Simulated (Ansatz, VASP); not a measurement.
This is a calculation of TiO2 for VASP 6.6.1. The cell is a database's computed one, not the measured one.

Contents of INCAR:

```
SYSTEM = TiO2
ALGO = Fast ; EDIFF = 1E-6
ENCUT = 520 ; GGA = PE
ISIF = 2 ; ISMEAR = 0
LASPH = .TRUE. ; LCHARG = .TRUE.
LELF = .TRUE. ; LREAL = .FALSE.
LVHAR = .TRUE. ; LWAVE = .FALSE.
NBANDS = 33 ; NELM = 60
PREC = Accurate ; SIGMA = 0.011
```

KPOINTS

```
k-points
0
G
  6 6 9
  0 0 0
```

The input POSCAR:

```
TiO2
1.0
    4.5998373239      0.0000000000      0.0000000000
    0.0000000000      4.5998373239      0.0000000000
    0.0000000000      0.0000000000      2.9592135600
Ti O
2 4
Direct
    0.0000000000      0.0000000000      0.5000000000
    0.5000000000      0.5000000000      0.0000000000
    0.3043213200      0.3043213200      0.5000000000
    0.1956786800      0.8043213200      0.0000000000
    0.8043213200      0.1956786800      0.0000000000
    0.6956786800      0.6956786800      0.5000000000
```

Potentials or basis: VASP PAW PBE potentials, release 64 (Ti_sv, O).

Command:

```console
$ cat potpaw_PBE.64/Ti_sv/POTCAR potpaw_PBE.64/O/POTCAR > POTCAR
$ mpirun -np 1 vasp_std > vasp.out
```

Q: Translate it to Ansatz 0.2.0. Potentials or basis there: Ansatz PAW, cutoff 420 eV.

A: As run (cutoffs and basis follow the program's own potentials, and thresholds, step limits or extra output files can differ):

input.yaml

```yaml
crystal:
  lattice:
    - [4.5998373239, 0.0, 0.0]
    - [0.0, 4.5998373239, 0.0]
    - [0.0, 0.0, 2.95921356]
  atoms:
    - { symbol: Ti, position: [0.0, 0.0, 0.5] }
    - { symbol: Ti, position: [0.5, 0.5, 0.0] }
    - { symbol: O, position: [0.30432132, 0.30432132, 0.5] }
    - { symbol: O, position: [0.19567868, 0.80432132, 0.0] }
    - { symbol: O, position: [0.80432132, 0.19567868, 0.0] }
    - { symbol: O, position: [0.69567868, 0.69567868, 0.5] }
hamiltonian:
  xc: pbe
  pseudopotentials: { kind: paw }
kpoints:
  mp_grid: { grid: [6, 6, 9] }
scf:
  occupations: { method: gaussian, width: 0.011 }
output:
  forces: true
  stress: true
  eigenvalues: true
  write_density: true
  write_potential: true
  elf: true
  volumetric_format: npy
```

Potentials or basis: Ansatz PAW.

Launch:

```sh
$ ansatz run input.yaml --threads 2 --pin off --max-ram 5632MiB --backend cpu --events-out ev --progress --plain --runs-dir out
```

Both were run:

|  | VASP | Ansatz |
| --- | --- | --- |
| Pressure | 5.0 GPa | 4.2 GPa |

Ansatz's pressure holds a Pulay term of +0.73 GPa for its cutoff of 420 eV, which the other run lacks.

Where Ansatz's input types no cutoff or centring, it takes its own default and a Γ-centred mesh.

Pressure is positive in compression.
